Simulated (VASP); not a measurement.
# Se (Im-3m) in VASP: notebook, part 2 of 2

VASP 6.6.1.

## Step 3: Relaxation of cell and atoms, PBEsol, target pressure 75 GPa, at which the enthalpy is minimised

This run uses another cell than the first one, of 13.24 Å³/atom, 1.120 times its volume.

File INCAR:

```
SYSTEM = Se
ALGO     = Normal         ! electronic algorithm
EDIFF    = 1E-7           ! SCF threshold, eV
EDIFFG   = -0.002         ! ionic threshold
ENCUT    = 520            ! plane-wave cutoff, eV
GGA      = PS             ! functional
IBRION   = 2              ! ionic algorithm
ISIF     = 3              ! what is computed and relaxed
ISMEAR   = 0              ! smearing method
LASPH    = .TRUE.         ! aspherical terms in the spheres
LCHARG   = .FALSE.        ! write CHGCAR
LREAL    = .FALSE.        ! projectors in reciprocal space
LWAVE    = .FALSE.        ! write WAVECAR
NELM     = 80             ! most SCF steps
NSW      = 80             ! ionic steps
PREC     = Accurate       ! precision mode
PSTRESS  = 750.0        
SIGMA    = 0.1            ! smearing width, eV
```

File KPOINTS:

```
k-points
0
G
  30 30 30
  0 0 0
```

File POSCAR:

```
Se                                      
1.0
    2.1074619953      1.2167439586      0.8603323914
   -2.1074619953      1.2167439586      0.8603323914
    0.0000000000     -2.4334879169      0.8603323912
  Se            
     1
Direct
     0.0000000000000000    0.0000000000000000    0.0000000000000000
```

Potentials or basis: VASP PAW PBE potentials, release 64 (Se).

The run is started by

```console
> cat potpaw_PBE.64/Se/POTCAR > POTCAR
> mpirun -np 1 vasp_std > vasp.out
```

OUTCAR:

```text
SYSTEM = Se
   EDIFF = 1E-7
   EDIFFG = -0.002
   ENCUT = 520
   GGA = PS
   IBRION = 2
   ISIF = 3
   ISMEAR = 0
   LASPH = .TRUE.
   LREAL = .FALSE.
   NELM = 80
   NSW = 80
   PREC = Accurate
   PSTRESS = 750.0

 ion  position               nearest neighbor table
   1  0.000  0.000  0.000-

  LATTYP: Found a trigonal (rhomboedric) cell.
 ALAT       =     2.5810915803
 COS(alpha) =    -0.3333454110

  Lattice vectors:

 A1 = (   2.1074619953,   1.2167439586,   0.8603323914)
 A2 = (  -2.1074619953,   1.2167439586,   0.8603323914)
 A3 = (   0.0000000000,  -2.4334879169,   0.8603323912)

Analysis of symmetry for initial positions (statically):
=====================================================================
 Subroutine PRICEL returns:
 Original cell was already a primitive cell.

 Routine SETGRP: Setting up the symmetry group for a
 trigonal (rhombohedral) supercell.

 Subroutine GETGRP returns: Found 12 space group operations
 (whereof 12 operations were pure point group operations)
 out of a pool of 12 trial point group operations.

The static configuration has the point symmetry D_3d.

Analysis of symmetry for dynamics (positions and initial velocities):
=====================================================================
 Subroutine PRICEL returns:
 Original cell was already a primitive cell.

 Routine SETGRP: Setting up the symmetry group for a
 trigonal (rhombohedral) supercell.

 Subroutine GETGRP returns: Found 12 space group operations
 (whereof 12 operations were pure point group operations)
 out of a pool of 12 trial point group operations.

The dynamic configuration has the point symmetry D_3d.

 Subroutine INISYM returns: Found 12 space group operations
 (whereof 12 operations are pure point group operations),
 and found     1 'primitive' translations

----------------------------------------------------------------------------------------

                                     Primitive cell

  volume of cell :      13.2366

  direct lattice vectors                    reciprocal lattice vectors
     2.107461995  1.216743959  0.860332391     0.237252202  0.136977599  0.387447150
    -2.107461995  1.216743959  0.860332391    -0.237252202  0.136977599  0.387447150
     0.000000000 -2.433487917  0.860332391     0.000000000 -0.273955199  0.387447150

  length of vectors
     2.581091580  2.581091580  2.581091875     0.474517402  0.474517402  0.474517382

  position of ions in fractional coordinates (direct lattice)
     0.000000000  0.000000000  0.000000000

  ion indices of the primitive-cell ions
   primitive index   ion index
                 1           1

----------------------------------------------------------------------------------------

 KPOINTS: k-points

Automatic generation of k-mesh.
 Grid dimensions read from file:
 generate k-points for:   30   30   30

 Generating k-lattice:

  Cartesian coordinates                     Fractional coordinates (reciprocal lattice)
     0.007908407  0.004565920  0.012914905     0.033333333 -0.000000000  0.000000000
    -0.007908407  0.004565920  0.012914905    -0.000000000  0.033333333  0.000000000
     0.000000000 -0.009131840  0.012914905    -0.000000000 -0.000000000  0.033333333

  Length of vectors
     0.015817247  0.015817247  0.015817246

  Shift w.r.t. Gamma in fractional coordinates (k-lattice)
     0.000000000  0.000000000  0.000000000

 Subroutine IBZKPT returns following result:
 ===========================================

 Found   2496 irreducible k-points:

 Following reciprocal coordinates:
            Coordinates               Weight
  0.000000  0.000000  0.000000      1.000000
  0.033333  0.000000 -0.000000      6.000000
  0.066667  0.000000 -0.000000      6.000000
  0.100000  0.000000 -0.000000      6.000000
  0.133333  0.000000  0.000000      6.000000
  0.166667 -0.000000  0.000000      6.000000
[... 16 lines left out ...]
  0.233333  0.033333 -0.000000     12.000000
  0.266667  0.033333 -0.000000     12.000000
 [... further k-points ...]
   k-points           NKPTS =   2496   k-points in BZ     NKDIM =   2496   number of bands    NBANDS=      7
   number of dos      NEDOS =    301   number of ions     NIONS =      1
   total plane-waves  NPLWV =   8000
   dimension x,y,z NGX =    20 NGY =   20 NGZ =   20
   dimension x,y,z NGXF=    40 NGYF=   40 NGZF=   40
   ions per type =               1
   NGX,Y,Z   is equivalent  to a cutoff of  12.88, 12.88, 12.88 a.u.
   NGXF,Y,Z  is equivalent  to a cutoff of  25.76, 25.76, 25.76 a.u.
 SYSTEM =  Se
   PREC   = accura    normal or accurate (medium, high low for compatibility)
   ISTART =      0    job   : 0-new  1-cont  2-samecut
   ICHARG =      2    charge: 1-file 2-atom 10-const
   ISPIN  =      1    spin polarized calculation?
   LNONCOLLINEAR =      F non collinear calculations
   LSORBIT =      F    spin-orbit coupling
   LASPH  =      T    aspherical Exc in radial PAW
   ENCUT  =  520.0 eV  38.22 Ry    6.18 a.u.   4.80  4.80  4.80*2*pi/ulx,y,z
   NELM   =     80;   NELMIN=  2; NELMDL= -5     # of ELM steps
   EDIFF  = 0.1E-06   stopping-criterion for ELM
   LREAL  =      F    real-space projection
   EDIFFG = -.2E-02   stopping-criterion for IOM
   NSW    =     80    number of steps for IOM
   IBRION =      2    ionic relax: 0-MD 1-quasi-New 2-CG
   NFREE  =      1    steps in history (QN), initial steepest desc. (CG)
   ISIF   =      3    stress and relaxation
   ISYM   =      2    0-nonsym 1-usesym 2-fastsym
   POTIM  = 0.5000    time-step for ionic-motion
   TEBEG  =    0.0;   TEEND  =   0.0 temperature during run
   PSTRESS=  750.0 pullay stress
   NELECT =       6.0000    total number of electrons
   NUPDOWN=      -1.0000    fix difference up-down
   EMIN   =  10.00;   EMAX   =-10.00  energy-range for DOS
   EFERMI =   0.00;   METHOD = LEGACY
   ISMEAR =     0;   SIGMA  =   0.10  broadening in eV -4-tet -1-fermi 0-gaus
   EFERMI_NEDOS =   21; number of points for ismear=-14 and -15
   IALGO  =     38    algorithm
   IMIX   =      4    mixing-type and parameters
     AMIX     =   0.40;   BMIX     =  1.00
     AMIX_MAG =   1.60;   BMIX_MAG =  1.00
  volume/ion in A,a.u.               =      13.24        89.32
  Fermi-wavevector in a.u.,A,eV,Ry     =   1.257573  2.376468 21.517464  1.581489
  Thomas-Fermi vector in A             =   2.391225
   LORBIT       =      0    0 simple, 1 ext, 2 COOP (PROOUT), +10 PAW based schemes
   GGA     = PS    functional components
   LHFCALC =     F    Hartree Fock is set to
   AEXX    =    0.0000 exact exchange contribution
   IVDW    =     0    specifies the selected vdW correction
   LEPSILON=     F    determine dielectric tensor
   LRPA    =     F    only Hartree local field effects (RPA)
 conjugate gradient relaxation of ions
 non-spin polarized calculation
 Gauss-broadening in eV      SIGMA  =   0.10
  energy-cutoff  :      520.00
  volume of cell :       13.24
 maximum number of plane-waves:       370
   NGX =  9   NGY =  9   NGZ =  9

 number of electron       6.0000000 magnetization

 Free energy of the ion-electron system (eV)
  ---------------------------------------------------
  ext. energy  EPLUGINS =         0.00000000
  ---------------------------------------------------
  free energy    TOTEN  =        -2.38912769 eV

  energy without entropy =       -2.38688535  energy(sigma->0) =       -2.38800652

 E-fermi :  11.8337     XC(G=0): -12.7403

 val. band max:       11.8280949795   @ k =  -0.3333   0.3000   0.2333
 cond. band min:      11.8428153976   @ k =  -0.1000   0.3667   0.0333
 fundamental gap:      0.0147204182
 Fermi energy:        11.8336813545

 k-point     1 :       0.0000    0.0000    0.0000
  band No.  band energies     occupation
      1      -9.3716      2.00000
      2      17.6629      0.00000
      3      17.6629      0.00000
      4      17.6639      0.00000
      5      25.2983      0.00000
      6      25.2991      0.00000
      7      25.2991      0.00000
[... 221 lines left out ...]
 k-point    24 :       0.2667    0.0333   -0.0000
  band No.  band energies     occupation
      1      -6.7463      2.00000
      2       7.7191      2.00000
      3      13.4796      0.00000
      4      15.9527      0.00000
      5      20.8746      0.00000
      6      21.1812      0.00000
      7      27.8306      0.00000

 [... further k-points ...]
[... 5 lines left out ...]
  --------------------------------------------------------------------------------------
  -------------------------------------------------------------------------------------
  Total        6.1973014      6.1973035      6.1977073      0.0000000      0.0000000      0.0000000
  in kB      750.1303256    750.1305823    750.1794644      0.0000000      0.0000001      0.0000000
  external PRESSURE =       0.1467908 kB  Pullay stress =     750.0000000 kB

 VOLUME and BASIS-vectors are now :
 -----------------------------------------------------------------------------
  energy-cutoff  :      520.00
  volume of cell :       13.24
      direct lattice vectors                 reciprocal lattice vectors
     2.107461995  1.216743959  0.860332391     0.237252202  0.136977599  0.387447150
    -2.107461995  1.216743959  0.860332391    -0.237252202  0.136977599  0.387447150
     0.000000000 -2.433487917  0.860332391     0.000000000 -0.273955199  0.387447150

 POSITION                                       TOTAL-FORCE (eV/Angst)
 -----------------------------------------------------------------------------------
      0.00000      0.00000      0.00000         0.000000      0.000000     -0.000000
 -----------------------------------------------------------------------------------
    total drift:                                0.000000     -0.000000      0.000000

  FREE ENERGIE OF THE ION-ELECTRON SYSTEM (eV)
  ---------------------------------------------------
  free  energy   TOTEN  =        -2.3891276916 eV

  energy  without entropy=       -2.3868853465  energy(sigma->0) =       -2.38800652

  enthalpy is  TOTEN    =         3.8070969675 eV   P V=        6.1962246590

 reached required accuracy - stopping structural energy minimisation
```

It took 96 s on 1 thread of Intel Xeon 6975P-C (Granite Rapids), shared host; peak memory 0.33 GiB.

Results:

```
Free energy             : -2.3891 eV
Pressure after relaxing : 75.0 GPa
Band gap on the k mesh  : none (metal or under the smearing width)
```

Final structure:
```yaml
crystal:
  lattice:
    - [2.10746, 1.21674, 0.86033]
    - [-2.10746, 1.21674, 0.86033]
    - [0.00000, -2.43349, 0.86033]
  atoms:
    - { symbol: Se, position: [0.00000, 0.00000, 0.00000] }
```

Caveat: the relaxation stopped at its first step, so nothing moved; the cell is relaxed towards a set pressure, so the enthalpy falls and the energy may rise; the PAW data sets were made with another functional, which shifts forces and pressure a little.

## Step 4: Relaxation of cell and atoms, PBEsol, target pressure 187.5 GPa, at which the enthalpy is minimised

Changes to INCAR since step 3:

```diff
@@ -16,3 +16,3 @@
 PREC     = Accurate       ! precision mode
-PSTRESS  = 750.0        
+PSTRESS  = 1875.0       
 SIGMA    = 0.1            ! smearing width, eV
```

KPOINTS is that of step 3.

File POSCAR:

```
Se                                      
1.0
    2.0293641496      1.1716539877      0.8285377602
   -2.0293641496      1.1716539877      0.8285377602
    0.0000000000     -2.3433079753      0.8285377602
  Se            
     1
Direct
     0.0000000000000000    0.0000000000000000    0.0000000000000000
```

The run is started by

```console
> cat potpaw_PBE.64/Se/POTCAR > POTCAR
> mpirun -np 1 vasp_std > vasp.out
```

Wall time 4.4 min (1 thread of Intel Xeon 6975P-C (Granite Rapids), shared host); peak memory 0.32 GiB.

The run converged. Its results:

```yaml
Free_energy: -0.4420 eV
Relaxed_volume: 10.70 Å³/atom
Relaxed_cell: a = 2.404 Å, b = 2.404 Å, c = 2.404 Å, α = 109.47°, β = 109.47°, γ = 109.47°
Space_group_after_relaxing_to_0.05_Å: Im-3m (No. 229)
Energy_change_on_relaxing_the_enthalpy_is_what_falls: +1080.8 meV/atom
Ionic_steps: 5
Pressure_after_relaxing: 187.5 GPa
Band_gap_on_the_k_mesh: none (metal or under the smearing width)
```

The path:
```tsv
step	energy change (eV)	largest force (eV/Å)	pressure (GPa)	volume (Å³)
1	0.0000	0.0000	125.01	11.82
2	20.8097	0.0000	1626.98	5.56
3	0.7819	0.0000	170.17	10.96
4	0.9500	0.0000	179.94	10.81
5	1.0808	0.0000	187.51	10.70
```

Final structure:
```
Se
1.0
     1.96290    1.13328    0.80140
    -1.96290    1.13328    0.80140
     0.00000   -2.26657    0.80140
Se
1
Cartesian
  0.0000 0.0000 0.0000
```

Levels at points of the mesh, in eV from the Fermi level:
| k point | band 1 | band 2 | band 3 | band 4 | band 5 | band 6 | band 7 |
| --- | --- | --- | --- | --- | --- | --- | --- |
| (0.00, 0.00, 0.00) | -24.68 | 7.97 | 7.97 | 7.97 | 14.16 | 14.16 | 14.17 |
| (0.50, 0.00, 0.00) | -15.88 | -13.83 | 0.55 | 4.07 | 7.18 | 8.17 | 22.48 |
| (0.50, 0.50, 0.00) | -15.88 | -13.83 | 0.54 | 4.07 | 7.18 | 8.17 | 22.47 |
| (0.50, 0.50, 0.50) | -7.62 | -6.70 | -6.70 | -6.70 | -0.10 | -0.10 | 30.91 |

Caveat: the cell is relaxed towards a set pressure, so the enthalpy falls and the energy may rise; the PAW data sets were made with another functional, which shifts forces and pressure a little.

## Step 5: Relaxation of cell and atoms, PBEsol, target pressure 187.5 GPa, at which the enthalpy is minimised

This run uses another cell than the first one, of 10.70 Å³/atom, 0.905 times its volume.

INCAR is that of step 4.

KPOINTS is that of step 4.

File POSCAR:

```
Se                                      
1.0
    1.9629043970      1.1332834365      0.8013995949
   -1.9629043970      1.1332834365      0.8013995949
    0.0000000000     -2.2665668729      0.8013995949
  Se            
     1
Direct
     0.0000000000000000    0.0000000000000000    0.0000000000000000
```

The run is started by

```console
> cat potpaw_PBE.64/Se/POTCAR > POTCAR
> mpirun -np 1 vasp_std > vasp.out
```

Wall time 73 s (1 thread of Intel Xeon 6975P-C (Granite Rapids), shared host); peak memory 0.3 GiB.

It converged, with:

```yaml
Free_energy: -0.4417 eV
Pressure_after_relaxing: 187.5 GPa
Band_gap_on_the_k_mesh: none (metal or under the smearing width)
```

Final structure:
```
CELL_PARAMETERS angstrom
1.96290 1.13328 0.80140
-1.96290 1.13328 0.80140
0.00000 -2.26657 0.80140
ATOMIC_POSITIONS crystal
Se 0.00000 0.00000 0.00000
```

Levels at points of the mesh, in eV from the Fermi level:
| k point | band 1 | band 2 | band 3 | band 4 | band 5 | band 6 | band 7 |
| --- | --- | --- | --- | --- | --- | --- | --- |
| (0.00, 0.00, 0.00) | -24.68 | 7.97 | 7.97 | 7.97 | 14.16 | 14.16 | 14.17 |
| (0.50, 0.00, 0.00) | -15.88 | -13.83 | 0.55 | 4.07 | 7.18 | 8.17 | 22.48 |
| (0.50, 0.50, 0.00) | -15.88 | -13.83 | 0.54 | 4.07 | 7.18 | 8.17 | 22.48 |
| (0.50, 0.50, 0.50) | -7.62 | -6.70 | -6.70 | -6.70 | -0.10 | -0.10 | 30.91 |

Caveat: the relaxation stopped at its first step, so nothing moved; the cell is relaxed towards a set pressure, so the enthalpy falls and the energy may rise; the PAW data sets were made with another functional, which shifts forces and pressure a little.

## Step 6: Relaxation of cell and atoms, PBEsol, target pressure 30 GPa, at which the enthalpy is minimised

This run uses another cell than the first one, of 13.24 Å³/atom, 1.120 times its volume.

Changes to INCAR since step 5:

```diff
@@ -16,3 +16,3 @@
 PREC     = Accurate       ! precision mode
-PSTRESS  = 1875.0       
+PSTRESS  = 300.0        
 SIGMA    = 0.1            ! smearing width, eV
```

KPOINTS is that of step 5.

File POSCAR:

```
Se                                      
1.0
    2.1074619953      1.2167439586      0.8603323914
   -2.1074619953      1.2167439586      0.8603323914
    0.0000000000     -2.4334879169      0.8603323912
  Se            
     1
Direct
     0.0000000000000000    0.0000000000000000    0.0000000000000000
```

Potentials or basis: VASP PAW PBE potentials, release 64 (Se).

The run is started by

```console
> cat potpaw_PBE.64/Se/POTCAR > POTCAR
> mpirun -np 1 vasp_std > vasp.out
```

Run time: 7.2 min. Hardware: 1 thread of Intel Xeon 6975P-C (Granite Rapids), shared host; peak memory 0.34 GiB.

It converged, with:

```yaml
Free_energy: -3.1105 eV
Relaxed_volume: 15.56 Å³/atom
Relaxed_cell: a = 2.724 Å, b = 2.724 Å, c = 2.724 Å, α = 109.47°, β = 109.47°, γ = 109.47°
Space_group_after_relaxing_to_0.05_Å: Im-3m (No. 229)
Energy_change_on_relaxing_the_enthalpy_is_what_falls: -721.4 meV/atom
Ionic_steps: 19
Pressure_after_relaxing: 30.0 GPa
Band_gap_on_the_k_mesh: none (metal or under the smearing width)
```

Step by step:
```tsv
step	energy change (eV)	largest force (eV/Å)	pressure (GPa)	volume (Å³)
1	0.0000	0.0000	75.01	13.24
2	-0.9390	0.0000	-7.85	21.72
3	-0.7709	0.0000	26.44	15.84
4	-0.7295	0.0000	29.43	15.60
5	-0.7202	0.0000	30.08	15.55
6	-0.7202	0.0000	30.08	15.55
7	-0.7203	0.0000	30.08	15.55
8	-0.7203	0.0000	30.08	15.55
9	-0.7203	0.0000	30.08	15.55
10	-0.7203	0.0000	30.08	15.55
11	-0.7203	0.0000	30.08	15.55
12	-0.7203	0.0000	30.08	15.55
13	-0.7203	0.0000	30.08	15.55
14	-0.7204	0.0000	30.08	15.55
15	-0.7205	0.0000	30.07	15.55
16	-0.7207	0.0000	30.06	15.56
17	-0.7211	0.0000	30.02	15.56
18	-0.7219	0.0000	29.97	15.56
19	-0.7214	0.0000	30.00	15.56
```

Final structure:
```yaml
crystal:
  lattice:
    - [2.22417, 1.28413, 0.90795]
    - [-2.22417, 1.28413, 0.90795]
    - [0.00000, -2.56825, 0.90795]
  atoms:
    - { symbol: Se, position: [0.00000, 0.00000, 0.00000] }
```

Levels at points of the mesh, in eV from the Fermi level:
```tsv
k point	band 1	band 2	band 3	band 4	band 5	band 6	band 7
(0.00, 0.00, 0.00)	-18.98	4.59	4.59	4.59	13.05	13.05	13.05
(0.50, 0.00, 0.00)	-13.65	-9.15	0.20	2.96	7.17	7.94	19.02
(0.50, 0.50, 0.00)	-13.65	-9.15	0.21	2.96	7.18	7.94	19.02
(0.50, 0.50, 0.50)	-9.54	-4.42	-4.42	-4.42	2.59	2.59	25.68
```

Caveat: the cell is relaxed towards a set pressure, so the enthalpy falls and the energy may rise; the volume moved by over 15 % at a fixed basis, so the end points are rough; the PAW data sets were made with another functional, which shifts forces and pressure a little.

## Step 7: Summary

```csv
cell,target pressure,gap on the mesh (eV),pressure (GPa)
relaxed to 75 GPa,75 GPa,none,75.0
relaxed to 187.5 GPa,187.5 GPa,none,187.5
relaxed to 30 GPa,30 GPa,none,30.0
```

Alike in all rows: task relaxation of cell and atoms; level PBEsol; potentials or basis VASP PAW PBE potentials, release 64 (Se); no spin polarisation; k mesh 30 × 30 × 30; cutoff (eV) 520; smearing gaussian 0.1 eV.

Caveats: the cell is relaxed towards a set pressure, so the enthalpy falls and the energy may rise; the PAW data sets were made with another functional, which shifts forces and pressure a little; the relaxation stopped at its first step, so nothing moved (some runs); the volume moved by over 15 % at a fixed basis, so the end points are rough (some runs).

Total energies depend on the potentials used, so only differences within one code and one set of settings carry meaning.
